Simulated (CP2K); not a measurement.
Zr:

```xyz
2
Lattice="3.2320 0.0000 0.0000 -1.6160 2.7990 0.0000 0.0000 0.0000 5.1470" Properties=species:S:1:pos:R:3 pbc="T T T"
Zr    1.6160    0.9330    3.8603
Zr    0.0000    1.8660    1.2868
```

Base run:

```yaml
Program: CP2K 2026.2
Functional: RPBE
Potentials_or_basis: POTENTIAL_UZH Zr GTH-PBE-q12; TZVP-MOLOPT-PBE-GTH basis
Density_cutoff: 9524 eV
k_mesh: 9 × 9 × 5
Occupations: fermi-dirac, width 0.05 eV
Spin: no spin polarisation
```

Its results: band gap on the k mesh none (metal or under the smearing width); pressure 3.3 GPa.

**Question.** The run is repeated on the same cell with these changes: functional from RPBE to HLE17. What comes out?

**Answer.** Band gap on the k mesh none (metal or under the smearing width); pressure -12.2 GPa.

Caveats: the potentials were made for another functional, which shifts forces and pressure; the basis of atomic orbitals isn't converged, which shifts pressures, moduli and gaps; the potentials were made for a functional far from this one (some runs).
